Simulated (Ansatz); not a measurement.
**CsH: elastic constants**

Aim: the elastic tensor from the stress of slightly strained cells, and the moduli that follow. Runs: cell and atoms relaxed (PAW); elastic constants (PAW); reference run (PAW); unstrained (PAW); in-plane strain -0.02, out-of-plane length and atoms relaxed (PAW); film at in-plane strain -0.02 (PAW); in-plane strain -0.01, out-of-plane length and atoms relaxed (PAW); film at in-plane strain -0.01 (PAW); in-plane strain -0.005, out-of-plane length and atoms relaxed (PAW); film at in-plane strain -0.005 (PAW); in-plane strain +0.005, out-of-plane length and atoms relaxed (PAW); film at in-plane strain +0.005 (PAW); in-plane strain +0.01, out-of-plane length and atoms relaxed (PAW); film at in-plane strain +0.01 (PAW); in-plane strain +0.02, out-of-plane length and atoms relaxed (PAW); film at in-plane strain +0.02 (PAW).

Program: Ansatz 0.2.0. Level of theory: DFT r²SCAN, frozen-core PAW, scalar-relativistic unless said. These are calculated values, not measurements.

## Step 1: The system as given

The structure is cubic, space group Pm-3m (No. 221). Conventional cell: a = 3.818 Å, b = 3.818 Å, c = 3.818 Å, α = 90.00°, β = 90.00°, γ = 90.00°. Cs (site symmetry m-3m) has 8 H at 3.31 Å as nearest neighbours. H (site symmetry m-3m) is surrounded by 8 Cs at 3.31 Å.

As a file:

```cif
data_structure
_symmetry_space_group_name_H-M 'Pm-3m'
_symmetry_Int_Tables_number 221
_cell_length_a 3.8184
_cell_length_b 3.8184
_cell_length_c 3.8184
_cell_angle_alpha 90.000
_cell_angle_beta 90.000
_cell_angle_gamma 90.000
_cell_volume 55.67
loop_
_atom_site_label
_atom_site_type_symbol
_atom_site_symmetry_multiplicity
_atom_site_Wyckoff_symbol
_atom_site_fract_x
_atom_site_fract_y
_atom_site_fract_z
_atom_site_occupancy
Cs1 Cs 1 a 0.00000 0.00000 0.00000 1
H1 H 1 b 0.50000 0.50000 0.50000 1
```

Cartesian axes are those of the input's lattice vectors. The structure goes back to a database entry.

## Step 2: Cell and atoms relaxed, PAW

input.yaml

```yaml
crystal:
  lattice:
    - [3.81840854, 0.0, 0.0]
    - [0.0, 3.81840854, 0.0]
    - [0.0, 0.0, 3.81840854]
  atoms:
    - { symbol: Cs, position: [0.0, 0.0, 0.0] }
    - { symbol: H, position: [0.5, 0.5, 0.5] }
kpoints:
  mp_grid: { grid: [10, 10, 10] }
scf:
  occupations: { method: fermi_dirac, width: 0.1 }
hamiltonian:
  xc: r2scan
  pseudopotentials: { kind: paw }
relax:
  f_tol: 0.002
  max_steps: 80
  cell: {}
output:
  forces: true
  stress: true
  write_density: true
  write_potential: true
  elf: true
  volumetric_format: npy
```

Command:

```bash
$ ansatz run input.yaml --threads 1 --pin off --max-ram 3072MiB --backend cpu --events-out ev --progress --plain --runs-dir out
```

Log, cut to the lines that bear on the results:

```text
[...]
Pseudopotentials: kind: paw
Pseudopotential: Cs, paw, valence charge 9, recommended cutoff 500 eV (meta_gga), Cs.paw.azcp
Pseudopotential: H, paw, valence charge 1, recommended cutoff 500 eV (meta_gga), H.paw.azcp
Functional definition: r2SCAN
[...]
Crystal: 2 atoms, lattice volume = 55.673 Å³
Basis set: ecut = 500 eV, 1365 PW (Γ), exchange–correlation on 120×120×120 points (64 copies of the dense FFT grid, shifted against one another)
Bands: 9, of which v1, the nominal top of the filled ones, is band 5 counted from 1 (4 counted from 0)
Symmetry: 48 space group operations
Space group: Pm-3m (ITA 221), of the structure as read, at distance tolerance 3.8e-5 Å
k-points: 56 of 1000
[...]
--- Stress (GPa, compression-positive) ---
       -0.047273      -0.000000       0.000000
       -0.000000      -0.047273       0.000000
        0.000000       0.000000      -0.047273
  P = ⅓ Tr σ = -0.0473 GPa (-0.473 kbar)
--- Band table (eV; the first three rows and the last of 56) ---
  k-point 0: bands = ["-18.2908", "-3.9964", "-3.9964", "-3.9964", "2.2810", "7.9874", "7.9874", "12.1594", "14.2132"]
[...]
--- Relaxed structure (1 steps of the walk, 1 accepted, 1 SCFs on fresh bases) ---
  F+E_penalty+E_count = -5702.36137624 eV   max|allowed force component| = 2.136e-31 eV/Å   (the final SCF, on the basis selected at the relaxed cell)
  cell:  # Å, volume = 55.6733 Å³
    - [3.81840854, 0.0, 0.0]
    - [0.0, 3.81840854, 0.0]
    - [0.0, 0.0, 3.81840854]
  atoms:
    - { symbol: Cs, position: [0.0, 0.0, 0.0] }
    - { symbol: H, position: [0.5, 0.5, 0.5] }
```

Run time: 7 s. Hardware: 1 thread of Intel Xeon Platinum 8488C (Sapphire Rapids), shared host; peak memory 0.52 GiB.

The steps of the relaxation:

```
step  energy from step 1 (eV/cell)  largest force component (eV/Å)  pressure (GPa)  volume (Å³)
   1                        0.0000                          0.0000           -0.05        55.67
   2                        0.0000                          0.0000           -0.05        55.67
```

Step 1 is the start. Step 2 repeats the geometry before on a plane-wave basis chosen anew for that cell, so the energy can jump there without any move; the table keeps such jumps.

| input's cell | before | after | change |
| --- | --- | --- | --- |
| a (Å) | 3.818 | 3.818 | +0.0 % |
| b (Å) | 3.818 | 3.818 | +0.0 % |
| c (Å) | 3.818 | 3.818 | +0.0 % |
| volume (Å³/atom) | 27.84 | 27.84 | +0.0 % |

## Step 3: Elastic constants, PAW

input.yaml

```yaml
crystal:
  lattice:
    - [3.81840854, 0.0, 0.0]
    - [0.0, 3.81840854, 0.0]
    - [0.0, 0.0, 3.81840854]
  atoms:
    - { symbol: Cs, position: [0.0, 0.0, 0.0] }
    - { symbol: H, position: [0.5, 0.5, 0.5] }
kpoints:
  mp_grid: { grid: [6, 6, 6] }
scf:
  occupations: { method: fixed }
hamiltonian:
  xc: r2scan
  pseudopotentials: { kind: paw }
elastic:
  mode: relaxed_ion
  stencil: two_point
  amplitude: 0.005
```

Command:

```bash
$ ansatz run input.yaml --threads 1 --pin off --max-ram 3072MiB --backend cpu --events-out ev --progress --plain --runs-dir out
```

Log:

```text
Engine: ansatz 0.2.0
[... 4 set-up lines as earlier in the session ...]
  parameter k0 = 0.174
  parameter k1 = 0.065
  parameter a1 = 4.9479
  exchange = r2scan_x(k0 = k0, k1 = k1, a1 = a1)
  correlation = r2scan_c
Crystal: 2 atoms, lattice volume = 55.673 Å³
Basis set: ecut = 500 eV, 1365 PW (Γ), exchange–correlation on 120×120×120 points (64 copies of the dense FFT grid, shifted against one another)
Bands: 9, of which v1, the nominal top of the filled ones, is band 5 counted from 1 (4 counted from 0)
[... 2 set-up lines as earlier in the session ...]
k-points: 20 of 216
Non-local potential: Cs, projectors of the file, l = 0: 3, l = 1: 2, l = 2: 2, l = 3: 2
Non-local potential: H, projectors of the file, l = 0: 2, l = 1: 1
PAW form: soft (Blöchl's): semilocal exchange-correlation on the pseudo side does not see the compensation charge
PAW frozen core: Cs, regenerated for the run's functional (the file was generated under x = pbe(κ = 0.804, μ = 0.2195149727645171), c = pbe(β = 0.06672455060314922))
PAW one-centre angular grid: Cs, 302 points (default); XC on 160 Gauss nodes
PAW one-centre angular grid: H, 302 points (default); XC on 160 Gauss nodes
Initial density: superposition of atomic densities (neutral atoms: chi_scale 0, normalization atom), corrected by the library's trained network
Initial wavefunctions: pseudopotential atomic-orbital guess
Functional: x = r2scan, c = r2scan; τ floored in thin density (d = 2e-4 eV/Å³)
SCF iter   1: F=—  HF=-5702.352044 eV  |F-HF|=—  |Δ(HF+E_count)|=         —  Δρ=3.67e-3  dr2=7.87e-3  dr2_τ=6.45e-4  ethr=1.77e-3  ⟨swp⟩=4.9  Hψ=1193  notcnv=0  defer=35
preconditioner: auto → none  [insulator: Δε(μ)=3.225 eV  Ē_g=12.532 eV  n_scr=6 (ndim 8)  ℏωp=14.1 eV  f_vac=0.000  ε∞_Penn≈2.3]
SCF iter   2: F=—  HF=-5702.361195 eV  |F-HF|=—  |Δ(HF+E_count)|=   9.15e-3  Δρ=1.27e-3  dr2=6.28e-4  dr2_τ=5.62e-5  ethr=7.87e-5  ⟨swp⟩=2.4  Hψ=472  notcnv=0  defer=40
SCF iter   3: F=—  HF=-5702.361317 eV  |F-HF|=—  |Δ(HF+E_count)|=   1.22e-4  Δρ=3.31e-4  dr2=4.01e-5  dr2_τ=6.35e-6  ethr=6.28e-6  ⟨swp⟩=2.1  Hψ=307  notcnv=0  defer=39
SCF iter   4: F=—  HF=-5702.361341 eV  |F-HF|=—  |Δ(HF+E_count)|=   2.35e-5  Δρ=5.64e-5  dr2=1.07e-6  dr2_τ=7.22e-8  ethr=4.01e-7  ⟨swp⟩=2.1  Hψ=242  notcnv=0  defer=31
SCF iter   5: F=—  HF=-5702.361342 eV  |F-HF|=—  |Δ(HF+E_count)|=   1.51e-6  Δρ=6.72e-6  dr2=1.21e-8  dr2_τ=2.05e-9  ethr=1.07e-8  ⟨swp⟩=2.2  Hψ=267  notcnv=0  defer=16
SCF iter   6: F=—  HF=-5702.361343 eV  |F-HF|=—  |Δ(HF+E_count)|=   1.84e-8  Δρ=5.08e-7  dr2=1.35e-10  dr2_τ=1.86e-11  ethr=1.21e-10  ⟨swp⟩=2.0  Hψ=274  notcnv=0  defer=16
SCF iter   7: F=—  HF=-5702.361343 eV  |F-HF|=—  |Δ(HF+E_count)|=  2.09e-11  Δρ=8.08e-8  dr2=4.16e-12  dr2_τ=2.24e-13  ethr=1.35e-12  ⟨swp⟩=2.8  Hψ=279  notcnv=0  defer=16
SCF iter   8: F=-5702.361343 eV  HF=-5702.361343 eV  |F-HF|=2.73e-12  |Δ(HF+E_count)|=    0.00e0  Δρ=8.56e-9  dr2=4.81e-14  dr2_τ=1.18e-15  ethr=1.00e-12  ⟨swp⟩=6.8  Hψ=1443  notcnv=0
SCF 1 converged in 8 iterations: F = -5702.361343 eV  dr2 = 4.81e-14
Initial density: handed on by an earlier stage of this run
Initial wavefunctions: those handed on with the density
iter 1 solved again at ethr=1.00e-12 eV; its pass at ethr=3.10e-3 eV (dr2=4.93e-14 eV) is discarded
SCF iter   1: F=—  HF=-5702.361343 eV  |F-HF|=—  |Δ(HF+E_count)|=         —  Δρ=8.58e-9  dr2=4.76e-14  dr2_τ=1.21e-15  ethr=1.00e-12  ⟨swp⟩=1.0  Hψ=1160  notcnv=0
preconditioner: auto → none  [insulator: Δε(μ)=3.183 eV  Ē_g=12.554 eV  n_scr=6 (ndim 8)  ℏωp=14.1 eV  f_vac=0.000  ε∞_Penn≈2.3]
SCF iter   2: F=-5702.361343 eV  HF=-5702.361343 eV  |F-HF|=7.28e-12  |Δ(HF+E_count)|=  4.55e-12  Δρ=3.64e-9  dr2=5.86e-15  dr2_τ=2.89e-16  ethr=1.00e-12  ⟨swp⟩=4.2  Hψ=563  notcnv=0
SCF 2 converged in 2 iterations: F = -5702.361343 eV  dr2 = 5.86e-15
Crystal: 2 atoms, lattice volume = 55.395 Å³
Symmetry: 16 space group operations
k-points: 40 of 216
iter 1 solved again at ethr=5.02e-7 eV; its pass at ethr=3.10e-3 eV (dr2=5.02e-5 eV) is discarded
SCF iter   1: F=—  HF=-5702.360978 eV  |F-HF|=—  |Δ(HF+E_count)|=         —  Δρ=2.43e-4  dr2=5.23e-5  dr2_τ=2.85e-5  ethr=5.02e-7  ⟨swp⟩=2.5  Hψ=2650  notcnv=0  defer=80
preconditioner: auto → none  [insulator: Δε(μ)=3.178 eV  Ē_g=12.566 eV  n_scr=6 (ndim 8)  ℏωp=14.1 eV  f_vac=0.000  ε∞_Penn≈2.3]
SCF iter   2: F=—  HF=-5702.361235 eV  |F-HF|=—  |Δ(HF+E_count)|=   2.57e-4  Δρ=4.59e-5  dr2=1.37e-6  dr2_τ=9.84e-8  ethr=5.02e-7  ⟨swp⟩=2.0  Hψ=640  notcnv=0  defer=80
SCF iter   3: F=—  HF=-5702.361236 eV  |F-HF|=—  |Δ(HF+E_count)|=   1.32e-6  Δρ=2.18e-5  dr2=2.40e-7  dr2_τ=8.03e-9  ethr=1.37e-8  ⟨swp⟩=2.9  Hψ=545  notcnv=0  defer=33
SCF iter   4: F=—  HF=-5702.361236 eV  |F-HF|=—  |Δ(HF+E_count)|=   1.68e-7  Δρ=2.92e-6  dr2=4.49e-9  dr2_τ=1.10e-10  ethr=2.40e-9  ⟨swp⟩=2.5  Hψ=538  notcnv=0  defer=33
SCF iter   5: F=—  HF=-5702.361236 eV  |F-HF|=—  |Δ(HF+E_count)|=   4.21e-9  Δρ=2.20e-7  dr2=2.30e-11  dr2_τ=1.02e-12  ethr=4.49e-11  ⟨swp⟩=2.4  Hψ=534  notcnv=0  defer=33
SCF iter   6: F=—  HF=-5702.361236 eV  |F-HF|=—  |Δ(HF+E_count)|=  2.27e-11  Δρ=3.45e-8  dr2=5.49e-13  dr2_τ=2.89e-14  ethr=2.30e-13 (applied; sched 1.00e-12)  ⟨swp⟩=2.0  Hψ=550  notcnv=0  defer=33
SCF iter   7: F=-5702.361236 eV  HF=-5702.361236 eV  |F-HF|=1.82e-12  |Δ(HF+E_count)|=  3.64e-12  Δρ=7.59e-9  dr2=2.01e-14  dr2_τ=9.98e-16  ethr=1.00e-12  ⟨swp⟩=4.3  Hψ=1131  notcnv=0
SCF 3 converged in 7 iterations: F = -5702.361236 eV  dr2 = 2.01e-14
Crystal: 2 atoms, lattice volume = 55.952 Å³
iter 1 solved again at ethr=1.75e-10 eV; its pass at ethr=3.10e-3 eV (dr2=1.75e-8 eV) is discarded
SCF iter   1: F=—  HF=-5702.361076 eV  |F-HF|=—  |Δ(HF+E_count)|=         —  Δρ=3.12e-5  dr2=1.90e-8  dr2_τ=7.93e-9  ethr=1.75e-10  ⟨swp⟩=2.1  Hψ=2538  notcnv=0  defer=43
preconditioner: auto → none  [insulator: Δε(μ)=3.161 eV  Ē_g=12.545 eV  n_scr=6 (ndim 8)  ℏωp=14.0 eV  f_vac=0.000  ε∞_Penn≈2.3]
SCF iter   2: F=—  HF=-5702.361079 eV  |F-HF|=—  |Δ(HF+E_count)|=   2.27e-6  Δρ=1.56e-5  dr2=3.34e-9  dr2_τ=6.48e-8  ethr=1.75e-10  ⟨swp⟩=2.0  Hψ=560  notcnv=0  defer=43
SCF iter   3: F=—  HF=-5702.361079 eV  |F-HF|=—  |Δ(HF+E_count)|=   2.09e-7  Δρ=3.17e-6  dr2=4.32e-10  dr2_τ=2.58e-9  ethr=3.34e-11  ⟨swp⟩=2.0  Hψ=560  notcnv=0  defer=43
SCF iter   4: F=—  HF=-5702.361079 eV  |F-HF|=—  |Δ(HF+E_count)|=   1.53e-8  Δρ=7.19e-7  dr2=4.31e-11  dr2_τ=1.23e-10  ethr=4.32e-12  ⟨swp⟩=2.0  Hψ=560  notcnv=0  defer=43
SCF iter   5: F=—  HF=-5702.361079 eV  |F-HF|=—  |Δ(HF+E_count)|=   1.15e-9  Δρ=3.75e-8  dr2=5.96e-13  dr2_τ=6.42e-14  ethr=4.31e-13 (applied; sched 1.00e-12)  ⟨swp⟩=2.0  Hψ=560  notcnv=0  defer=43
SCF iter   6: F=-5702.361079 eV  HF=-5702.361079 eV  |F-HF|=7.28e-12  |Δ(HF+E_count)|=  1.82e-12  Δρ=5.61e-9  dr2=8.46e-15  dr2_τ=3.83e-15  ethr=1.00e-12  ⟨swp⟩=4.6  Hψ=1144  notcnv=0
SCF 4 converged in 6 iterations: F = -5702.361079 eV  dr2 = 8.46e-15
Symmetry: 8 space group operations
k-points: 52 of 216
iter 1 solved again at ethr=8.08e-8 eV; its pass at ethr=3.10e-3 eV (dr2=8.08e-6 eV) is discarded
SCF iter   1: F=—  HF=-5702.361227 eV  |F-HF|=—  |Δ(HF+E_count)|=         —  Δρ=6.60e-5  dr2=2.06e-6  dr2_τ=8.31e-6  ethr=8.08e-8  ⟨swp⟩=3.2  Hψ=3527  notcnv=0  defer=101
preconditioner: auto → none  [insulator: Δε(μ)=3.168 eV  Ē_g=12.554 eV  n_scr=6 (ndim 8)  ℏωp=14.1 eV  f_vac=0.000  ε∞_Penn≈2.3]
SCF iter   2: F=—  HF=-5702.361319 eV  |F-HF|=—  |Δ(HF+E_count)|=   9.24e-5  Δρ=3.00e-5  dr2=4.92e-7  dr2_τ=3.37e-8  ethr=2.06e-8  ⟨swp⟩=2.0  Hψ=832  notcnv=0  defer=104
SCF iter   3: F=—  HF=-5702.361320 eV  |F-HF|=—  |Δ(HF+E_count)|=   5.16e-7  Δρ=6.19e-6  dr2=1.50e-8  dr2_τ=2.80e-9  ethr=4.92e-9  ⟨swp⟩=2.2  Hψ=691  notcnv=0  defer=42
SCF iter   4: F=—  HF=-5702.361320 eV  |F-HF|=—  |Δ(HF+E_count)|=   1.27e-7  Δρ=2.40e-6  dr2=1.66e-9  dr2_τ=3.39e-10  ethr=1.50e-10  ⟨swp⟩=2.0  Hψ=728  notcnv=0  defer=42
SCF iter   5: F=—  HF=-5702.361320 eV  |F-HF|=—  |Δ(HF+E_count)|=   1.27e-8  Δρ=9.07e-7  dr2=2.17e-10  dr2_τ=4.45e-11  ethr=1.66e-11  ⟨swp⟩=2.0  Hψ=728  notcnv=0  defer=42
SCF iter   6: F=—  HF=-5702.361320 eV  |F-HF|=—  |Δ(HF+E_count)|=   1.83e-9  Δρ=2.42e-7  dr2=1.63e-11  dr2_τ=2.72e-12  ethr=2.17e-12  ⟨swp⟩=2.0  Hψ=728  notcnv=0  defer=42
SCF iter   7: F=—  HF=-5702.361320 eV  |F-HF|=—  |Δ(HF+E_count)|=  1.15e-10  Δρ=8.91e-8  dr2=2.14e-12  dr2_τ=3.59e-13  ethr=1.63e-13 (applied; sched 1.00e-12)  ⟨swp⟩=2.0  Hψ=728  notcnv=0  defer=42
SCF iter   8: F=—  HF=-5702.361320 eV  |F-HF|=—  |Δ(HF+E_count)|=  1.46e-11  Δρ=2.31e-8  dr2=1.41e-13  dr2_τ=2.28e-14  ethr=2.14e-14 (applied; sched 1.00e-12)  ⟨swp⟩=2.0  Hψ=728  notcnv=0  defer=42
SCF iter   9: F=-5702.361320 eV  HF=-5702.361320 eV  |F-HF|=9.09e-13  |Δ(HF+E_count)|=  2.73e-12  Δρ=1.23e-9  dr2=4.03e-16  dr2_τ=6.34e-17  ethr=1.00e-12  ⟨swp⟩=4.5  Hψ=1480  notcnv=0
SCF 5 converged in 9 iterations: F = -5702.361320 eV  dr2 = 4.03e-16
iter 1 solved again at ethr=7.26e-11 eV; its pass at ethr=3.10e-3 eV (dr2=7.26e-9 eV) is discarded
SCF iter   1: F=—  HF=-5702.361318 eV  |F-HF|=—  |Δ(HF+E_count)|=         —  Δρ=1.89e-5  dr2=7.02e-9  dr2_τ=6.59e-10  ethr=7.26e-11  ⟨swp⟩=2.3  Hψ=3304  notcnv=0  defer=59
SCF iter   2: F=—  HF=-5702.361319 eV  |F-HF|=—  |Δ(HF+E_count)|=   1.24e-6  Δρ=9.37e-6  dr2=1.02e-9  dr2_τ=2.51e-8  ethr=7.02e-11  ⟨swp⟩=2.0  Hψ=728  notcnv=0  defer=59
SCF iter   3: F=—  HF=-5702.361320 eV  |F-HF|=—  |Δ(HF+E_count)|=   2.29e-7  Δρ=2.39e-6  dr2=9.36e-11  dr2_τ=1.61e-9  ethr=1.02e-11  ⟨swp⟩=2.0  Hψ=728  notcnv=0  defer=59
SCF iter   4: F=—  HF=-5702.361320 eV  |F-HF|=—  |Δ(HF+E_count)|=   1.82e-8  Δρ=1.03e-7  dr2=4.89e-12  dr2_τ=3.85e-13  ethr=9.36e-13 (applied; sched 1.00e-12)  ⟨swp⟩=2.0  Hψ=728  notcnv=0  defer=59
SCF iter   5: F=-5702.361320 eV  HF=-5702.361320 eV  |F-HF|=3.64e-12  |Δ(HF+E_count)|=  2.09e-11  Δρ=1.28e-8  dr2=7.86e-14  dr2_τ=2.37e-14  ethr=1.00e-12  ⟨swp⟩=3.7  Hψ=1957  notcnv=0
SCF 6 converged in 5 iterations: F = -5702.361320 eV  dr2 = 7.86e-14
SCF converged after 2 iterations
Free energy (F): -5702.361343 eV
Harris-Foulkes:  -5702.361343 eV  (|F-HF|=7.28e-12)
Internal energy: -5702.361343 eV  (E = F + TS)
E sigma→0 (E₀):  -5702.361343 eV
Fermi energy:    4.148189 eV
--- Per-component energies (eV) ---
  E_band       = -56.732939
  E_kinetic    = 155.642983
  E_local      = -234.821524  (includes V_loc(G=0)·N_el)
  E_nonlocal   = 30.482727
  E_hartree    = 77.885334
  E_xc         = -172.013684
  E_vxc        = -150.548853  (∫ρ·V_xc dr)
  E_paw        = -5093.678529  (= ΣΔE_a)
  E_vpaw       = -20.256599  (= ΣTr[D̂ρ^β])
  E_aug_tail   = -0.000413  (compensation charges beyond the density's cutoff)
  E_vtau       = 6.998072  (kinetic-family band-sum trace: ∫τ·v_τ [+ j·A + Jᵃ·Aᵃ] dr)
  E_ewald      = -465.908117
  E_core_change = 0.049879  (= ΣΔE_core)
  E_smearing   = -0.000000  (= −TS)
  E_closure    = -0.000000  (closes the sum)
  Σ components = -5702.361343   (vs F -5702.361343, Δ=0.00e0)
--- Forces (eV/Å), atoms counted from 1 ---
  atom   1  Cs     0.00000000    -0.00000000     0.00000000
  atom   2  H      0.00000000     0.00000000     0.00000000
  max |Σ_I F_I| component: 2.60e-30 eV/Å
--- Stress (GPa, compression-positive) ---
       -0.047063       0.000000       0.000000
        0.000000      -0.047063       0.000000
        0.000000       0.000000      -0.047063
  P = ⅓ Tr σ = -0.0471 GPa (-0.471 kbar)
--- Band table (eV; the first three rows and the last of 20) ---
  k-point 0: bands = ["-18.2908", "-3.9965", "-3.9965", "-3.9965", "2.2811", "7.9874", "7.9874", "12.1595", "14.2132"]
  k-point 1: bands = ["-18.2510", "-4.4384", "-3.9586", "-3.9586", "2.6683", "8.1501", "8.4574", "11.4911", "12.5977"]
  k-point 2: bands = ["-18.1693", "-5.1882", "-3.8812", "-3.8812", "3.4457", "8.0468", "8.5372", "11.2629", "11.2629"]
  k-point 19: bands = ["-17.8223", "-4.9802", "-4.9802", "-4.9802", "4.1482", "7.3316", "7.3316", "7.3316", "16.2242"]
--- Elastic constants: 2 strain directions × 2 members + reference (group order 48) ---
  dense FFT box of the reference and of every strained cell: 30×30×30
  strains applied: 11, 23; error gains: componentwise 1.00 (the most a stress slope's error grows in a printed constant), spectral 1.73 (1 for all six strains in a standard setting)
  C = ∂σ_k/∂η_j (tension-positive GPa; Voigt order 11 22 33 23 13 12):
        43.113     -1.014     -1.014      0.000      0.000      0.000
        -1.014     43.113     -1.014     -0.000      0.000     -0.000
        -1.014     -1.014     43.113     -0.000     -0.000      0.000
        -0.000     -0.000     -0.000      5.765      0.000      0.000
         0.000      0.000     -0.000      0.000      5.765      0.000
        -0.000     -0.000      0.000      0.000      0.000      5.765
  reference stress σ⁰ (GPa):      0.047      0.047      0.047     -0.000     -0.000     -0.000
  C* (energy form; C + prestress term) asymmetry max|C*_kj − C*_jk| = 4.441e-16 GPa — a small one proves nothing (zero by symmetry where the batch's group is 432, −43m or m−3m); a large one is finite-difference/SCF noise where every solve meets its electron count
  moduli (Voigt/Reuss/Hill, GPa): K = 13.70/13.70/13.70   G = 12.28/8.18/10.23   E = 24.58   ν = 0.201
  mechanically stable: yes (min eigenvalue of sym C = 5.77 GPa)
  strain η (Voigt 11):  stress-route row diagonal C_11 = 43.11 GPa, energy-path curvature d²(F+E_count+ΔE)/dδ²/Ω₀ = 43.10 GPa
         δ    σ_11 (GPa)             F (eV)   n_scf  n_hpsi   n_pw
    -5.000e-3      -0.1721       -5702.3612360       7    7306   1420   relax 0 steps, max|allowed force component| 4.44e-31 eV/Å
     5.000e-3       0.2590       -5702.3610789       6    6632   1444   relax 0 steps, max|allowed force component| 1.48e-31 eV/Å
  strain η (Voigt 23):  stress-route row diagonal C_44 = 5.77 GPa, energy-path curvature d²(F+E_count+ΔE)/dδ²/Ω₀ = 5.74 GPa
         δ    σ_23 (GPa)             F (eV)   n_scf  n_hpsi   n_pw
    -5.000e-3      -0.0288       -5702.3613197       9   11096   1430   relax 0 steps, max|allowed force component| 9.86e-32 eV/Å
     5.000e-3       0.0288       -5702.3613197       5    8363   1430   relax 0 steps, max|allowed force component| 1.23e-32 eV/Å
```

It took 17 s on 1 thread of Intel Xeon Platinum 8488C (Sapphire Rapids), shared host; peak memory 0.51 GiB.

C in GPa (Voigt order xx, yy, zz, yz, xz, xy):

```
43.1 -1.0 -1.0  0.0  0.0  0.0
-1.0 43.1 -1.0  0.0  0.0  0.0
-1.0 -1.0 43.1  0.0  0.0  0.0
 0.0  0.0  0.0  5.8  0.0  0.0
 0.0  0.0  0.0  0.0  5.8  0.0
 0.0  0.0  0.0  0.0  0.0  5.8
```

## Step 4: Reference run, fine mesh, PAW

input.yaml, as its differences from that of step 3:

```diff
@@ -15,5 +15,12 @@
   pseudopotentials: { kind: paw }
-elastic:
-  mode: relaxed_ion
-  stencil: two_point
-  amplitude: 0.005
+output:
+  forces: true
+  stress: true
+  eigenvalues: true
+  eigenstates:
+    nscf_kmesh: { grid: [10, 10, 10] }
+    de_dk: true
+    e_range: [-9, 13.18350669696]
+checkpoint:
+  write: ck
+  write_wavefunctions: false
```

Command:

```bash
$ ansatz run input.yaml --threads 1 --pin off --max-ram 3072MiB --backend cpu --events-out ev --progress --plain --runs-dir out
```

Log, cut to the lines that bear on the results:

```text
[...]
[... 4 set-up lines as earlier in the session ...]
[...]
Crystal: 2 atoms, lattice volume = 55.673 Å³
Basis set: ecut = 500 eV, 1365 PW (Γ), exchange–correlation on 120×120×120 points (64 copies of the dense FFT grid, shifted against one another)
[...]
        0.000000       0.000000      -0.047062
  P = ⅓ Tr σ = -0.0471 GPa (-0.471 kbar)
--- Band table (eV; the first three rows and the last of 20) ---
  k-point 0: bands = ["-18.2908", "-3.9964", "-3.9964", "-3.9964", "2.2811", "7.9874", "7.9874", "12.1595", "14.2132"]
[...]
--- Fermi surface from the table of eigenstates not read: on its mesh, or on one of the eight of every second point, the electrons fill whole bands (an insulator's do; a metal wants a denser output.eigenstates.nscf_kmesh) ---
```

Run time: 3.6 s. Hardware: 1 thread of Intel Xeon Platinum 8488C (Sapphire Rapids), shared host; peak memory 0.45 GiB.

[end of part 1 of 3]
